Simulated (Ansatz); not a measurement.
# Al$_{3}$Cu$_{2}$ (P-3m1): electronic heat capacity and spin susceptibility from the density of states

Computed with Ansatz, DFT r2SCAN, scalar-relativistic, plane waves, PAW.

Cutoff 500 eV; k points 12×12×8 on the computed 5-atom cell (Γ-centred); Gaussian smearing, width 0.10 eV; no spin polarisation.

Relaxed cell: P-3m1, a = 4.102 Å, b = 4.102 Å, c = 4.990 Å, α = 90.00°, β = 90.00°, γ = 120.00°, 5 atoms in the primitive cell. Whether it is the stable form of this composition wasn't checked.

The density of states at the Fermi level is 0.997 states/eV in the cell of 5 atoms (1 formula unit; both spins, tetrahedra on a 18×18×12 mesh).

Question: What Sommerfeld coefficient and Pauli susceptibility does this give?

Answer: Per formula unit N(E_F) = 0.997 states/eV. γ = (π²/3) k_B² N(E_F) N_A = 2.357 mJ/(mol K²) per state/eV, so γ = 2.4 mJ/(mol K²), a mole of formula units. χ_P = μ_B² N(E_F) N_A = 3.23×10⁻⁵ emu/mol per state/eV gives 3.2×10⁻⁵ emu/mol. This is the bare band result: a measured γ of the same phase is as a rule larger by a factor 1 + λ from phonons and spin fluctuations, the spin part of χ is larger by the Stoner factor, and a measured χ also holds orbital and core terms. N(E_F) at one energy is sensitive to the mesh where the density of states has sharp peaks.